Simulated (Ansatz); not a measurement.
Pt:

```
Pt
1.0
    -1.58422    1.58422    1.58422
     1.58422   -1.58422    1.58422
     1.58422    1.58422   -1.58422
Pt
1
Direct
  0.00000 0.00000 0.00000
```

This isn't the form of Pt at room conditions, which is fcc.

```yaml
Program: Ansatz 0.2.0
Task: relaxation of cell and atoms
Functional: PBE0
Potentials_or_basis: Ansatz PAW
Cutoff: "420 eV (not typed: the program's choice for these potentials)"
k_mesh: 6 × 6 × 6
Occupations: fermi-dirac, width 0.05 eV
Spin: no spin polarisation
```

At the start: volume 15.90 Å³/atom.

Task: How do energy, volume and symmetry change on relaxing?

Result: It ends after 4 steps and the volume is 15.33 Å³/atom (-3.6 %); space group Im-3m (No. 229, to 0.05 Å).

Step by step:
| step | energy change (eV) | largest force (eV/Å) | volume (Å³) |
| --- | --- | --- | --- |
| 1 | 0.0000 | 0.0000 | 15.90 |
| 2 | -0.0161 | 0.0000 | 15.42 |
| 3 | -0.0165 | 0.0000 | 15.33 |
| 4 | -0.0162 | 0.0000 | 15.33 |

Final structure:
```
Pt
1.0
    -1.56507    1.56507    1.56507
     1.56507   -1.56507    1.56507
     1.56507    1.56507   -1.56507
Pt
1
Direct
  0.00000 0.00000 0.00000
```

Caveat: the k mesh is coarse (spacing up to 0.47 Å⁻¹), so the values aren't converged, least of all with exact exchange; the plane-wave basis is chosen anew once the cell has moved, so the energies of steps on either side of that aren't comparable; the PAW data sets come from PBE, with cores solved anew for the run's functional, which leaves a small shift of forces and pressure.
